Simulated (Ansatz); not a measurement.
## ¹⁷O fingerprints of the forms of HfO₂

The numbers come from a DFT calculation in Ansatz (r2SCAN, plane waves and PAW, scalar-relativistic, 500 eV cutoff). Q(¹⁷O) = -25.58 mb, I = 5/2. The cells come from the COD and the Materials Project (computed, not necessarily observed phases), with the atoms as given or relaxed (PBE, cell held). Calculated pressures reach 4 GPa in size in them. Spin–orbit coupling is left out, which moves gradients at and beside heavy atoms (Hf) by some per cent and at some sites by far more.

Problem. Rank the structures by their largest ¹⁷O |C_Q|, smallest first.
A. P2_12_12, 12 atoms in the cell run; O sites: (1) 4 Hf at 2.16–2.18 Å. (2) 4 Hf at 2.13–2.15 Å. (3) 3 Hf at 1.99–2.25 Å; also 3 Hf at 3.12–3.30 Å.
B. Pbca, 24 atoms in the cell run; O sites: (1) 3 Hf at 2.04–2.17 Å; also 1 Hf at 3.33 Å. (2) 4 Hf at 2.14–2.22 Å.
C. P2_1/c, 12 atoms in the cell run; O sites: (1) 4 Hf at 2.14–2.24 Å. (2) 3 Hf at 2.04–2.15 Å.

Solution. C (0.811 MHz), B (1.82 MHz), A (3.20 MHz).
